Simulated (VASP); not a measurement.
Input of a VASP 6.6.1 run:

File INCAR:

```
ALGO     = Normal         # electronic algorithm
EDIFF    = 1E-7           # SCF threshold, eV
ENCUT    = 520            # plane-wave cutoff, eV
GGA      = PE             # functional
ISIF     = 2              # what is computed and relaxed
ISMEAR   = 0              # smearing method
IVDW     = 12             # dispersion correction
LASPH    = T              # aspherical terms in the spheres
LCHARG   = F              # write CHGCAR
LREAL    = F              # projectors in reciprocal space
LWAVE    = F              # write WAVECAR
NBANDS   = 45             # bands
NELM     = 100            # most SCF steps
PREC     = Accurate       # precision mode
SIGMA    = 0.02           # smearing width, eV
```

Contents of KPOINTS:

```
k-points
0
Gamma
  4 4 4
```

The input POSCAR:

```
Si3N4
1.0
   -3.2256555941      3.2256555941      3.2256555941
    3.2256555941     -3.2256555941      3.2256555941
    3.2256555941      3.2256555941     -3.2256555941
Si N
6 8
Direct
    0.2500000000      0.1250000000      0.8750000000
    0.8750000000      0.2500000000      0.1250000000
    0.7500000000      0.3750000000      0.6250000000
    0.6250000000      0.7500000000      0.3750000000
    0.1250000000      0.8750000000      0.2500000000
    0.3750000000      0.6250000000      0.7500000000
    0.5614629915      0.5614629915      0.5614629915
    0.4385370085      0.5000000000      0.0000000000
    0.5000000000      0.0000000000      0.9385370085
    0.0000000000      0.4385370085      0.5000000000
    0.9385370085      0.5000000000      0.0000000000
    0.0614629915      0.0614629915      0.0614629915
    0.0000000000      0.9385370085      0.5000000000
    0.5000000000      0.0000000000      0.4385370085
```

Potentials or basis: VASP PAW PBE potentials, release 64 (Si, N).

The run is started by

```console
$ cat potpaw_PBE.64/Si/POTCAR potpaw_PBE.64/N/POTCAR > POTCAR
$ mpirun -np 1 vasp_std > vasp.out
```

Question: Predict the band gap on the k mesh.

Answer: 4.13 eV, indirect (least direct gap 4.33 eV).

Question: Predict the dispersion energy per atom.

Answer: -0.281 eV.

Question: Estimate the pressure.

Answer: -0.3 GPa.

A k mesh can miss the band edges. Expect the measured gap to be larger: semilocal functionals such as PBE lack the derivative discontinuity.
